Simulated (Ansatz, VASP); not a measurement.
AlN: VASP beside Ansatz

```
CELL_PARAMETERS angstrom
3.08862 0.00000 -0.46329
-1.54431 2.67482 0.23165
-0.74154 0.00000 5.07558
ATOMIC_POSITIONS crystal
Al 0.35045 0.66322 0.01003
Al 0.68723 0.33678 0.51003
N 0.32578 0.68923 0.37497
N 0.63654 0.31077 0.87497
```

Change from the starting cell: engineering shear strain xz -0.3000, normal strain along z +0.0267.

Alike in both runs: functional LDA; k mesh 9 × 9 × 6; occupations gaussian, width 0.05 eV; no spin polarisation.

Ansatz relaxed the structure, and its values are those at the end. VASP's run is a single point on that final structure, the one shown.

|  | VASP | Ansatz |
| --- | --- | --- |
| version | VASP 6.6.1 | Ansatz 0.2.0 |
| potentials or method | VASP PAW LDA potentials, release 64 (Al, N) | scalar-relativistic, plane waves, PAW |
| plane-wave cutoff (eV) | 520 | 520 |
| valence electrons in the cell | 16 | 16 |

|  | VASP | Ansatz | Ansatz less VASP |
| --- | --- | --- | --- |
| gap on the k mesh at the Fermi level (eV) | 2.79 | 2.79 | -0.003 |
| least direct gap on the mesh (eV) | 2.79 | 2.79 | -0.003 |
| pressure (GPa) | -3.5 | -4.1 | -0.58 |
| rms of the force components (eV/Å) | 0.017 | 0.001 | -0.0159 |

Ansatz warned: «pseudo_functional_mismatch».

Caveats: an odd mesh through Γ misses points on the zone boundary, where band edges often lie.
